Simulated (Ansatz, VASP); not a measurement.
One calculation of TiAl3, two programs

File POSCAR:

```
TiAl3
1.0
   -1.9111067700      1.9111067700      4.2806687900
    1.9111067700     -1.9111067700      4.2806687900
    1.9111067700      1.9111067700     -4.2806687900
Ti Al
1 3
Direct
    0.0000000000      0.0000000000      0.0000000000
    0.5000000000      0.5000000000      0.0000000000
    0.7500000000      0.2500000000      0.5000000000
    0.2500000000      0.7500000000      0.5000000000
```

The input INCAR.step1:

```
SYSTEM = TiAl3
PREC = Accurate
ENCUT = 520
ISMEAR = 0
SIGMA = 0.1
LREAL = .FALSE.
LASPH = .TRUE.
NELM = 100
NBANDS = 18
GGA = PE
ALGO = Normal
EDIFF = 1E-4
LWAVE = .TRUE.
LCHARG = .FALSE.
```

INCAR.step2

```
SYSTEM = TiAl3
PREC = Accurate
ENCUT = 520
EDIFF = 1E-6
ISMEAR = 0
SIGMA = 0.1
LREAL = .FALSE.
LASPH = .TRUE.
NELM = 100
ALGO = Normal
ISIF = 2
LWAVE = .FALSE.
LCHARG = .FALSE.
METAGGA = R2SCAN
LMIXTAU = .TRUE.
NBANDS = 18
ISTART = 1
```

File KPOINTS:

```
regular mesh
0
G
  6 6 6
  0 0 0
```

Input for Ansatz:

```yaml
crystal:
  lattice:
    - [-1.91110677, 1.91110677, 4.28066879]
    - [1.91110677, -1.91110677, 4.28066879]
    - [1.91110677, 1.91110677, -4.28066879]
  atoms:
    - { symbol: Ti, position: [0.0, 0.0, 0.0] }
    - { symbol: Al, position: [0.5, 0.5, 0.0] }
    - { symbol: Al, position: [0.75, 0.25, 0.5] }
    - { symbol: Al, position: [0.25, 0.75, 0.5] }
basis:
  ecutwfc: 500
kpoints:
  mp_grid: { grid: [6, 6, 6] }
hamiltonian:
  xc: r2scan
scf:
  occupations: { method: gaussian, width: 0.1 }
output:
  forces: true
  stress: true
  eigenvalues: true
```

The cell comes from a database or a generator and needn't be the stable form of this composition.

Alike in both runs: task single point; functional r2SCAN; k mesh 6 × 6 × 6; occupations gaussian, width 0.1 eV; no spin polarisation.

|  | VASP | Ansatz |
| --- | --- | --- |
| version | VASP 6.6.1 | Ansatz 0.2.0 |
| potentials or method | VASP PAW PBE potentials, release 64 (Ti_sv, Al) | scalar-relativistic, plane waves, PAW |
| plane-wave cutoff (eV) | 520 | 500 |
| valence electrons in the cell | 21 | 21 |

```tsv
	VASP	Ansatz	Ansatz less VASP
gap on the k mesh at the Fermi level (eV)	none	none	-
pressure (GPa)	0.0	0.1	+0.08
largest component of the traceless stress (GPa)	0.08	0.06	-0.018
```

A gap of «none» marks a metal or a gap that the smearing closes. The functional is the same, so the differences come from potentials, cutoffs and numerics.

Caveats: the k mesh is coarse (spacing up to 0.39 Å⁻¹), so the values aren't converged; the PAW data sets were made with another functional, which shifts forces and pressure a little (VASP).
